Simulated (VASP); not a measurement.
A run of VASP 6.6.1 is set up as follows.

File INCAR:

```
SYSTEM = CdTe
  PREC = Accurate
  ENCUT = 520
  EDIFF = 1E-7
  ISMEAR = 0
  SIGMA = 0.05
  LREAL = .False.
  LASPH = .True.
  NELM = 100
  ALGO = Normal
  ISIF = 2
  LWAVE = .False.
  LCHARG = .True.
  GGA = CA
  LELF = .True.
  LVHAR = .True.
  NBANDS = 16
```

File KPOINTS:

```
regular mesh
0
Gamma
  8 8 8
  0 0 0
```

File POSCAR:

```
CdTe
1.0
    0.0000000000      3.2050000000      3.2050000000
    3.2050000000      0.0000000000      3.2050000000
    3.2050000000      3.2050000000      0.0000000000
Cd Te
1 1
Direct
    0.0000000000      0.0000000000      0.0000000000
    0.7500000000      0.7500000000      0.7500000000
```

Potentials or basis: VASP PAW LDA potentials, release 64 (Cd, Te).

Command:

```bash
$ cat potpaw_LDA.64/Cd/POTCAR potpaw_LDA.64/Te/POTCAR > POTCAR
$ mpirun -np 1 vasp_std > vasp.out
```

(1) Estimate the pressure.

(2) What does it give for the band gap on the k mesh?

## Answers

(1) 0.2 GPa.

(2) 0.65 eV.

Caveat: spin-orbit coupling is left out, which moves the levels of the heavy elements.

**What was measured.**

From a printed reference work, data compilation, for a bulk crystal of CdTe at 0 K: band gap 1.607 eV.

Against the measured gap of CdTe, 1.607 eV (0 K; a printed reference work, data compilation), the calculated 0.65 eV is off by -0.95 eV. Spin-orbit coupling on Cd, Te is left out. The value is that of LDA, without temperature or zero-point motion. Semilocal functionals fall short of measured gaps as a rule.
